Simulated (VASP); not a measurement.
TaC, 2 atoms in the cell. It takes space group Fm-3m (No. 225, cubic). Conventional cell: a = 4.446 Å, b = 4.446 Å, c = 4.446 Å, α = 90.00°, β = 90.00°, γ = 90.00°. Ta (site symmetry m-3m) is surrounded by 6 C at 2.22 Å. C (site symmetry m-3m) has 6 Ta at 2.22 Å as nearest neighbours. 

* Program: VASP 6.6.1
* Task: single point
* Functional: PBE
* Potentials or basis: VASP PAW PBE potentials, release 64 (Ta_pv, C)
* Cutoff: 520 eV
* k mesh: 8 × 8 × 8
* Occupations: gaussian, width 0.1 eV
* Spin: no spin polarisation
* Further INCAR settings: ALGO = Normal; EDIFF = 1e-07

Potentials or basis: VASP PAW PBE potentials, release 64 (Ta_pv, C).

Command:

```console
$ cat potpaw_PBE.64/Ta_pv/POTCAR potpaw_PBE.64/C/POTCAR > POTCAR
$ mpirun -np 1 vasp_std > vasp.out
```

Hardware: 1 thread of Intel(R) Xeon(R) Platinum 8488C (Sapphire Rapids), with other jobs on the host.

Task: How long does it take, and how much memory?

Result: Wall time 4.4 s on 1 thread of Intel(R) Xeon(R) Platinum 8488C (Sapphire Rapids) (shared host), peak memory 0.14 GiB. Counts: scf iterations 14, k points 29.
